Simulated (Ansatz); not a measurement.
Wires are cut from relaxed bulk RbBr (Fm-3m, 43.19 Å³/atom, gap on the mesh 4.19 eV); atoms and period are relaxed, and energies count from that bulk.

All numbers below come from DFT PBE, scalar-relativistic, plane waves, PAW in Ansatz 0.2.0.

Settings: cutoff 420 eV, Γ-centred mesh 1×1×5 on the computed 12-atom cell, Gaussian smearing of 0.05 eV; no spin polarisation.

Start ([001] wire, 12 host atoms a period):

```xyz
12
Lattice="12.5000 0.0000 0.0000 0.0000 16.3000 0.0000 0.0000 0.0000 7.0174" Properties=species:S:1:pos:R:3 pbc="T T T"
Rb    8.0043    8.1500    0.0000
Br    4.4957    8.1500    0.0000
Rb    8.0043    4.6413    3.5087
Rb    8.0043   11.6587    3.5087
Br    4.4957    4.6413    3.5087
Br    4.4957   11.6587    3.5087
Rb    4.4957    8.1500    3.5087
Br    8.0043    8.1500    3.5087
Rb    4.4957    4.6413    0.0000
Rb    4.4957   11.6587    0.0000
Br    8.0043    4.6413    0.0000
Br    8.0043   11.6587    0.0000
```

**Question.** Give the relaxed structure and its energy.

**Answer.** The free energy falls by 13 meV/atom.

```
excess energy (eV per host atom)                      : 0.129
line energy (eV/Å)                                    : 0.228
period (Å)                                            : 6.784
gap on the mesh (eV)                                  : 4.21
highest filled level or Fermi level under vacuum (eV) : 5.76
```

Relaxed structure:
```
CELL_PARAMETERS angstrom
12.50000 0.00000 0.00000
0.00000 16.30000 0.00000
0.00000 0.00000 6.78428
ATOMIC_POSITIONS crystal
Rb 0.63842 0.50000 0.00000
Br 0.35752 0.50000 0.00000
Rb 0.63144 0.29139 0.50000
Rb 0.63144 0.70861 0.50000
Br 0.36078 0.28820 0.50000
Br 0.36078 0.71180 0.50000
Rb 0.36158 0.50000 0.50000
Br 0.64248 0.50000 0.50000
Rb 0.36856 0.29139 0.00000
Rb 0.36856 0.70861 0.00000
Br 0.63922 0.28820 0.00000
Br 0.63922 0.71180 0.00000
```

An odd mesh misses points on the zone edge, so a gap read on it can be too wide.

Each run keeps its start's symmetry and one magnetic start, so lower states can exist.

The run took 120 s on 4 threads of AMD EPYC 7571, with other jobs on the host, peak memory 2 GiB.